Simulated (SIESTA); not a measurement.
ZnF2 under changes of volume

One of the cells (11.561 Å³/atom); the others are scaled copies at fixed shape and fractional positions:

```
CELL_PARAMETERS angstrom
4.70480 0.00000 0.00000
0.00000 4.70480 0.00000
0.00000 0.00000 3.13380
ATOMIC_POSITIONS crystal
Zn 0.50000 0.50000 0.50000
Zn 0.00000 0.00000 0.00000
F 0.80240 0.19760 0.50000
F 0.69760 0.69760 0.00000
F 0.19760 0.80240 0.50000
F 0.30240 0.30240 0.00000
```

- Program: SIESTA 5.4.2
- Functional: LDA
- Potentials or basis: PseudoDojo 0.4 standard (LDA files)
- Basis: DZP (energy shift 0.003 Ry; two zetas on semicore shells)
- Grid cutoff: 800 Ry
- Energy shift: 0.003 Ry
- k mesh: 4 × 4 × 7
- Occupations: fermi-dirac, width 0.05 eV
- Spin: no spin polarisation

```csv
volume (Å³/atom),energy over the lowest point (meV/atom),pressure (GPa),gap on the mesh (eV),largest force (eV/Å)
10.868,?,?,?,?
11.099,0.00,-0.4,3.88,0.064
11.330,2.53,-3.1,3.83,0.091
11.561,8.79,-5.6,3.78,0.117
11.792,18.36,-7.7,3.73,0.146
12.024,30.83,-9.6,3.68,0.168
12.255,45.99,-11.3,3.62,0.182
```

What does the run at 10.868 Å³/atom give?

Energy over the lowest point 1.58 meV/atom; pressure 2.6 GPa; gap on the mesh 3.93 eV; largest force 0.036 eV/Å.

Worked out: A Birch-Murnaghan fit of order 3 (a polynomial in V^(-2/3)) to the other rows has its minimum at 11.07 Å³/atom, just outside them, with B0 = V·E''(V) = 139 GPa and B' = 4.5 at fixed shape and positions, which overstates the stiffness. It gives 1.58 meV/atom at 10.868 Å³/atom, against the run's 1.58, and -dE/dV = 2.6 GPa, against 2.6. A straight line through the other rows of the gap, of slope -2.59 eV per unit of ln V, extrapolates to 3.94 eV, against the run's 3.93.

Energies are extrapolated to zero smearing.

Caveats: short orbitals over semicore shells can move pressures by several GPa; the valence orbitals were made in a potential fitted to the semicore shell under them, which widens gaps by tenths of an eV or more; the basis of atomic orbitals isn't converged, which shifts pressures, moduli and gaps; an odd mesh through Γ misses points on the zone boundary, where band edges often lie (some runs).
